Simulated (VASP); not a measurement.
ZnS in VASP 6.6.1, single-point calculation

INCAR

```
LDAUJ = 0 0
LDAUTYPE = 2
LMAXMIX = 4
NSW = 0
ISIF = 2
LREAL = .FALSE.
LCHARG = .FALSE.
LDAUU = 6.0 0
ENCUT = 520
LDAUL = 2 -1
NELM = 83
GGA = PE
LWAVE = .FALSE.
EDIFF = 1E-7
IBRION = -1
PREC = Normal
LDAU = .TRUE.
ISMEAR = -1
SIGMA = 0.02
NBANDS = 16
LASPH = .TRUE.
```

KPOINTS

```
KPOINTS created by Atomic Simulation Environment
0
Gamma
8 8 8
0 0 0
```

POSCAR

```
Zn S
 1.0000000000000000
     0.0000000000000000    2.6940858314999998    2.6132632565999998
     2.6940858314999998    0.0000000000000000    2.6132632565999998
     2.6940858314999998    2.6940858314999998    0.0000000000000000
 Zn  S
   1   1
Cartesian
  0.0000000000000000  0.0000000000000000  0.0000000000000000
  1.3470429157499997  1.3470429157499997  1.3066316282999997
```

The recommended PBE PAW datasets give the neutral cell 18 valence electrons.

Command

```
mpirun -np 1 vasp_std
```

Predict the outcome of this run.

It converged. Results: gap between bands v and c on the k mesh 2.63 eV; least direct gap on the k mesh 2.63 eV; pressure 2.4 GPa. Band v is the last that the valence electrons fill when counted band by band, and c is the next.

OSZICAR

```
N       E                     dE             d eps       ncg     rms          rms(c)
DAV:   1     0.916713303195E+02    0.91671E+02   -0.91133E+03  1896   0.139E+03
DAV:   2    -0.361513219476E+00   -0.92033E+02   -0.86279E+02  2200   0.273E+02
DAV:   3    -0.673420311052E+01   -0.63727E+01   -0.63552E+01  2320   0.711E+01
DAV:   4    -0.679405097424E+01   -0.59848E-01   -0.59841E-01  2296   0.721E+00
DAV:   5    -0.679455546641E+01   -0.50449E-03   -0.50448E-03  2432   0.581E-01    0.864E+00
DAV:   6    -0.647815618861E+01    0.31640E+00   -0.51116E-01  2864   0.167E+01    0.629E+00
DAV:   7    -0.646060121914E+01    0.17555E-01   -0.18614E-01  2344   0.341E+00    0.254E+00
DAV:   8    -0.646248878391E+01   -0.18876E-02   -0.79267E-03  2088   0.720E-01    0.589E-01
DAV:   9    -0.646286459469E+01   -0.37581E-03   -0.11647E-03  2352   0.236E-01    0.117E-01
DAV:  10    -0.646292677456E+01   -0.62180E-04   -0.62559E-05  2280   0.706E-02    0.267E-02
DAV:  11    -0.646298340232E+01   -0.56628E-04   -0.61302E-05  2152   0.521E-02    0.111E-02
DAV:  12    -0.646298410049E+01   -0.69818E-06   -0.38538E-06  2528   0.367E-02    0.537E-03
DAV:  13    -0.646298442445E+01   -0.32396E-06   -0.69590E-07  2240   0.997E-03    0.393E-04
DAV:  14    -0.646298443640E+01   -0.11953E-07   -0.28556E-08  1904   0.157E-03
   1 F= -.64629844E+01 E0= -.64629844E+01  d E =-.565021E-11
```

For comparison, a separate PBE run of the intended cell, on usual settings and not on those above, gives a gap of 2.22 eV on its mesh and a pressure of 5.0 GPa.
